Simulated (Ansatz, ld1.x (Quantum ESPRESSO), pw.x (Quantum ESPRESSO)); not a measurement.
**Which Hf potential is closest to all-electron in the sc crystal?**

All use PBE, scalar-relativistic, no spin, cutoffs from each file’s atomic test, pw.x 7.5; 11³ k-points, Fermi–Dirac smearing 0.01 Ry. Δ is the rms difference from all-electron LAPW of the E(V) curves that follow from fits to the pressures, over ±6 % in volume. Mesh and smearing are coarse and serve the comparison alone. The files are a selection: those with a ghost or negative overlap were mostly not run, and those with noisy or unconverged pressures or nearly equal Δ are left out.

All-electron: a0 = 2.920 Å (V0 = 24.89 Å³/atom), B0 = 72.2 GPa.

Problem. Rank them by Δ, smallest first.
A. norm-conserving RRKJ (Kleinman–Bylander form), ld1.x (Quantum ESPRESSO) 7.5, PBE; core [Xe] 4f14, reference 5d2 6s2 6p0; waves: 6p (bound, empty): rc 3.35 bohr; 5d (bound): rc 2.75 bohr; 5f channel at 0.2 Ry: rc 3.60 bohr; 6s (bound): rc 2.15 bohr; local part: the s channel; core correction: a·sin(br)/r model core inside 1.35 bohr; rho0 0.01.
B. norm-conserving Troullier–Martins (Kleinman–Bylander form), ld1.x (Quantum ESPRESSO) 7.5, PBE; core [Xe] 4f14, reference 5d2 6s1 6p1; waves: 6p (bound): rc 4.20 bohr; 5d (bound): rc 1.95 bohr; 6s (bound): rc 3.05 bohr; local part: the s channel; core correction: none.
C. norm-conserving RRKJ (Kleinman–Bylander form), ld1.x (Quantum ESPRESSO) 7.5, PBE; core [Xe] 4f14, reference 5d2 6s2 6p0; waves: 6p (bound, empty): rc 3.00 bohr; 5d (bound): rc 2.75 bohr; 6s (bound): rc 2.45 bohr; local part: the s channel; core correction: none.

Solution. A (4.3 meV/atom), C (13.0 meV/atom), B (17.0 meV/atom).
